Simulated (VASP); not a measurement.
Al: relaxation of cell and atoms with PBE

The system is Al.

```
CELL_PARAMETERS angstrom
0.00000 2.02481 2.02481
2.02481 0.00000 2.02481
2.02481 2.02481 0.00000
ATOMIC_POSITIONS crystal
Al 0.00000 0.00000 0.00000
```

```json
{"Program": "VASP 6.6.1", "Task": "relaxation of cell and atoms", "Functional": "PBE", "Potentials or basis": "VASP PAW PBE potentials, release 64 (Al)", "Cutoff": "520 eV", "k mesh": "18 × 18 × 18", "Occupations": "gaussian, width 0.1 eV", "Spin": "no spin polarisation", "Further INCAR settings": "ALGO = Fast; EDIFF = 1e-07; IBRION = 2; EDIFFG = -0.15; NSW = 80; ISIF = 3"}
```

```yaml
Pressure_after_relaxing: -0.5 GPa
Band_gap_on_the_k_mesh: none (metal or under the smearing width)
```

Final structure:
```
Al
1.0
     0.00000    2.02481    2.02481
     2.02481    0.00000    2.02481
     2.02481    2.02481    0.00000
Al
1
Direct
  0.00000 0.00000 0.00000
```

Levels at points of the mesh, in eV from the Fermi level:
| k point | band 1 | band 2 | band 3 | band 4 | band 5 |
| --- | --- | --- | --- | --- | --- |
| (0.00, 0.00, 0.00) | -11.08 | 12.59 | 12.59 | 12.59 | 14.04 |
| (0.50, 0.00, 0.00) | -4.56 | -4.36 | 11.35 | 11.36 | 11.44 |
| (0.50, 0.50, 0.00) | -2.90 | -1.59 | 5.27 | 5.57 | 5.57 |

Wall time 12 s on 1 thread of Intel(R) Xeon(R) Platinum 8259CL CPU @ 2.50GHz (Skylake/Cascade Lake), on a shared host, peak memory 0.14 GiB.

Caveat: the relaxation stopped at its first step, so nothing moved.
